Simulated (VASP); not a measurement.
# HfC (Fm-3m) in VASP: further runs, part 2 of 2

VASP 6.6.1. Earlier steps stand in the parts before.

### Step 3. Relaxation of cell and atoms, PBEsol+D3

File INCAR:

```
SYSTEM = HfC
PREC = Accurate
ENCUT = 600
EDIFF = 1E-6
ISMEAR = -1
SIGMA = 0.05
LREAL = .False.
LASPH = .True.
NELM = 100
ALGO = Normal
ISIF = 3
LWAVE = .False.
LCHARG = .False.
GGA = PS
IVDW = 11
IBRION = 2
NSW = 40
EDIFFG = -0.01
```

File KPOINTS:

```
regular mesh
0
Gamma
  10 10 10
  0 0 0
```

File POSCAR:

```
HfC
1.0
    0.0000000000      2.3250000000      2.3250000000
    2.3250000000      0.0000000000      2.3250000000
    2.3250000000      2.3250000000      0.0000000000
Hf C
1 1
Direct
    0.5000000000      0.5000000000      0.5000000000
    0.0000000000      0.0000000000      0.0000000000
```

Potentials or basis: VASP PAW PBE potentials, release 64 (Hf_pv, C).

Command:

```bash
$ cat potpaw_PBE.64/Hf_pv/POTCAR potpaw_PBE.64/C/POTCAR > POTCAR
$ mpirun -np 1 vasp_std > vasp.out
```

Wall time 26 s (1 thread of AMD EPYC 9R45 (Zen 5), shared host); peak memory 0.15 GiB.

The run converged. Its results:

| Quantity | Value |
| --- | --- |
| Free energy | -22.6518 eV |
| Relaxed volume | 12.03 Å³/atom |
| Relaxed cell | a = 3.241 Å, b = 3.241 Å, c = 3.241 Å, α = 60.00°, β = 60.00°, γ = 60.00° |
| Space group after relaxing (to 0.05 Å) | Fm-3m (No. 225) |
| Energy gained by relaxing | 17.8 meV/atom |
| Ionic steps | 4 |
| Pressure after relaxing | 0.1 GPa |
| Band gap on the k mesh | none (metal or under the smearing width) |
| Dispersion energy per atom | -0.230 eV |

Step by step:
```csv
step,energy change (eV),largest force (eV/Å),pressure (GPa),volume (Å³)
1,0.0000,0.0000,-10.36,25.14
2,0.0862,0.0000,23.37,22.30
3,-0.0356,0.0000,-0.37,24.10
4,-0.0356,0.0000,0.07,24.07
```

Final structure:
```
Hf C
1.0
     0.00000    2.29160    2.29160
     2.29160    0.00000    2.29160
     2.29160    2.29160    0.00000
Hf C
1 1
Direct
  0.50000 0.50000 0.50000
  0.00000 0.00000 0.00000
```

Levels at points of the mesh, in eV from the Fermi level:
| k point | band 3 | band 4 | band 5 | band 6 | band 7 | band 8 | band 9 | band 10 | band 11 |
| --- | --- | --- | --- | --- | --- | --- | --- | --- | --- |
| (0.00, 0.00, 0.00) | -29.31 | -12.53 | 1.03 | 1.03 | 1.03 | 1.34 | 1.34 | 1.34 | 3.48 |
| (0.50, 0.00, 0.00) | -29.39 | -8.46 | -6.39 | -3.16 | -3.16 | 5.53 | 5.53 | 6.03 | 6.72 |
| (0.50, 0.50, 0.00) | -29.58 | -10.58 | -2.55 | -2.00 | -0.05 | -0.05 | 5.54 | 7.06 | 7.06 |

Caveat: the PAW data sets were made with another functional, which shifts forces and pressure a little; pairwise dispersion overbinds metals, which lowers pressure and volume. Spin-orbit coupling is left out, which matters for the levels of Hf.

### Step 4. Relaxation of cell and atoms, PBEsol+D3(BJ)

File INCAR:

```
PREC = Accurate ; ENCUT = 600
EDIFF = 1E-7 ; ISMEAR = -1
SIGMA = 0.05 ; LREAL = F
LASPH = T ; NELM = 80
ALGO = Normal ; ISIF = 3
LWAVE = F ; LCHARG = F
GGA = PS ; IVDW = 12
IBRION = 2 ; NSW = 60
EDIFFG = -0.01
```

File KPOINTS:

```
Automatic mesh
0
Gamma
  10 10 10
```

POSCAR is that of step 3.

Potentials or basis: VASP PAW PBE potentials, release 64 (Hf_pv, C).

Command:

```bash
$ cat potpaw_PBE.64/Hf_pv/POTCAR potpaw_PBE.64/C/POTCAR > POTCAR
$ mpirun -np 1 vasp_std > vasp.out
```

OUTCAR:

```text
PREC = Accurate
   ENCUT = 600
   EDIFF = 1E-7
   ISMEAR = -1
   LREAL = F
   LASPH = T
   NELM = 80
   ISIF = 3
   GGA = PS
   IVDW = 12
   IBRION = 2
   NSW = 60
   EDIFFG = -0.01
 IVDW          = 12

 ion  position               nearest neighbor table
   1  0.500  0.500  0.500-   2 2.33   2 2.33   2 2.33   2 2.33   2 2.33   2 2.33
   2  0.000  0.000  0.000-   1 2.33   1 2.33   1 2.33   1 2.33   1 2.33   1 2.33

  LATTYP: Found a face centered cubic cell.
 ALAT       =     4.6500000000

  Lattice vectors:

 A1 = (   0.0000000000,   2.3250000000,   2.3250000000)
 A2 = (   2.3250000000,   0.0000000000,   2.3250000000)
 A3 = (   2.3250000000,   2.3250000000,   0.0000000000)

Analysis of symmetry for initial positions (statically):
=====================================================================
 Subroutine PRICEL returns:
 Original cell was already a primitive cell.

 Routine SETGRP: Setting up the symmetry group for a
 face centered cubic supercell.

 Subroutine GETGRP returns: Found 48 space group operations
 (whereof 48 operations were pure point group operations)
 out of a pool of 48 trial point group operations.

The static configuration has the point symmetry O_h .

Analysis of symmetry for dynamics (positions and initial velocities):
[... 155 lines left out ...]
  ---------------------------------------------------
  ext. energy  EPLUGINS =         0.00000000
  ---------------------------------------------------
  free energy    TOTEN  =       -22.17921166 eV

  energy without entropy =      -22.17642586  energy(sigma->0) =      -22.17781876

------------------------ aborting loop because EDIFF is reached ----------------------------------------

 Edisp (eV)   -0.72928

 E8    (eV) :    -0.5160
[... 111 lines left out ...]
--------------------------------------- Ionic step        4  -------------------------------------------

 number of electron      13.9999999 magnetization

 Free energy of the ion-electron system (eV)
  ---------------------------------------------------
  ext. energy  EPLUGINS =         0.00000000
  ---------------------------------------------------
  free energy    TOTEN  =       -22.18825017 eV

  energy without entropy =      -22.18562040  energy(sigma->0) =      -22.18693529

 E-fermi :   6.2031     XC(G=0): -12.6623

 val. band max:        6.1787524899   @ k =   0.1000   0.0000   0.0000
 cond. band min:       6.3238222581   @ k =   0.1000   0.1000   0.0000
 fundamental gap:      0.1450697681
 Fermi energy:         6.2031348453

 k-point     1 :       0.0000    0.0000    0.0000
  band No.  band energies     occupation
      1     -23.0782      2.00000
      2     -23.0782      2.00000
      3     -23.0782      2.00000
      4      -6.3513      2.00000
      5       7.2385      0.00000
      6       7.2385      0.00000
      7       7.2385      0.00000
      8       7.5409      0.00000
      9       7.5409      0.00000
     10       7.5409      0.00000
     11       9.7000      0.00000
[... 309 lines left out ...]
 k-point    24 :       0.4000    0.3000    0.0000
  band No.  band energies     occupation
      1     -23.6752      2.00000
      2     -23.3171      2.00000
      3     -23.2918      2.00000
      4      -4.1486      2.00000
      5       2.3842      2.00000
      6       4.2454      2.00000
      7       5.4759      2.00000
      8       6.3856      0.05073
      9      11.8245      0.00000
     10      12.9178      0.00000
     11      13.0511      0.00000

 [... further k-points ...]

------------------------ aborting loop because EDIFF is reached ----------------------------------------

 Edisp (eV)   -0.76607

 E8    (eV) :    -0.5420
[... 25 lines left out ...]
  FREE ENERGIE OF THE ION-ELECTRON SYSTEM (eV)
  ---------------------------------------------------
  free  energy   TOTEN  =       -22.9543238783 eV

  energy  without entropy=      -22.9516941084  energy(sigma->0) =      -22.95300899

 reached required accuracy - stopping structural energy minimisation
```

OSZICAR:

```text
N       E                     dE             d eps       ncg     rms          rms(c)
DAV:   1     0.248546826731E+02    0.24855E+02   -0.89749E+03  1034   0.140E+03
[... 40 lines left out ...]
DAV:  14    -0.221891162156E+02    0.98668E-07   -0.16415E-07   749   0.312E-03
   3 F= -.22954291E+02 E0= -.22952975E+02  d E =-.457959E-01
       N       E                     dE             d eps       ncg     rms          rms(c)
DAV:   1    -0.221883038517E+02    0.81246E-03   -0.15806E-03  1037   0.392E-01    0.127E-01
DAV:   2    -0.221882647061E+02    0.39146E-04   -0.51611E-05  1034   0.744E-02    0.678E-02
DAV:   3    -0.221882501699E+02    0.14536E-04   -0.46015E-05  1052   0.626E-02    0.430E-02
DAV:   4    -0.221882501734E+02   -0.34313E-08   -0.69093E-07  1224   0.875E-03
   4 F= -.22954324E+02 E0= -.22953009E+02  d E =-.458287E-01
```

CONTCAR:

```text
HfC
   1.00000000000000
     0.0000000000000000    2.2875061335020614    2.2875061335020614
     2.2875061335020614    0.0000000000000000    2.2875061335020614
     2.2875061335020614    2.2875061335020614   -0.0000000000000000
  Hf              C
     1     1
Direct
     0.5000000000000000    0.5000000000000000    0.5000000000000000
     0.0000000000000000    1.0000000000000000    0.0000000000000000

  0.00000000E+00  0.00000000E+00  0.00000000E+00
  0.00000000E+00  0.00000000E+00  0.00000000E+00
```

Run time: 32 s. Hardware: 1 thread of AMD EPYC 9R45 (Zen 5), shared host; peak memory 0.16 GiB.

Results:

```yaml
Free_energy: -22.9543 eV
Relaxed_volume: 11.97 Å³/atom
Relaxed_cell: a = 3.235 Å, b = 3.235 Å, c = 3.235 Å, α = 60.00°, β = 60.00°, γ = 60.00°
Space_group_after_relaxing_to_0.05_Å: Fm-3m (No. 225)
Energy_gained_by_relaxing: 22.9 meV/atom
Ionic_steps: 4
Pressure_after_relaxing: 0.0 GPa
Band_gap_on_the_k_mesh: none (metal or under the smearing width)
Dispersion_energy_per_atom: -0.383 eV
```

Step by step:
| step | energy change (eV) | largest force (eV/Å) | pressure (GPa) | volume (Å³) |
| --- | --- | --- | --- | --- |
| 1 | 0.0000 | 0.0000 | -11.74 | 25.14 |
| 2 | 0.1143 | 0.0000 | 27.56 | 21.93 |
| 3 | -0.0458 | 0.0000 | -0.34 | 23.97 |
| 4 | -0.0458 | 0.0000 | -0.02 | 23.94 |

Final structure:
```yaml
crystal:
  lattice:
    - [0.00000, 2.28751, 2.28751]
    - [2.28751, 0.00000, 2.28751]
    - [2.28751, 2.28751, 0.00000]
  atoms:
    - { symbol: Hf, position: [0.50000, 0.50000, 0.50000] }
    - { symbol: C, position: [0.00000, 0.00000, 0.00000] }
```

Levels at points of the mesh, in eV from the Fermi level:
```tsv
k point	band 4	band 5	band 6	band 7	band 8	band 9	band 10	band 11
(0.00, 0.00, 0.00)	-12.55	1.04	1.04	1.04	1.34	1.34	1.34	3.50
(0.50, 0.00, 0.00)	-8.45	-6.42	-3.18	-3.18	5.56	5.56	6.06	6.75
(0.50, 0.50, 0.00)	-10.60	-2.54	-2.02	-0.04	-0.04	5.57	7.10	7.10
```

Caveat: the PAW data sets were made with another functional, which shifts forces and pressure a little; pairwise dispersion overbinds metals, which lowers pressure and volume. Spin-orbit coupling is left out, which matters for the levels of Hf.

### Step 5. Summary

```tsv
level	gap on the mesh (eV)	pressure (GPa)	relaxed volume (Å³/atom)
PBE+TS	none	0.0	12.03
PBEsol+D3	none	0.1	12.03
PBEsol+D3(BJ)	none	0.0	11.97
```

Alike in all rows: task relaxation of cell and atoms; potentials or basis VASP PAW PBE potentials, release 64 (Hf_pv, C); no spin polarisation; cell relaxed; k mesh 10 × 10 × 10; cutoff (eV) 600; smearing fermi-dirac 0.05 eV.

Caveats: pairwise dispersion overbinds metals, which lowers pressure and volume; the PAW data sets were made with another functional, which shifts forces and pressure a little (some runs); atom-pairwise D2, TS and ULG terms overbind metals (some runs).

Absolute energies hang on the potentials; compare differences alone.
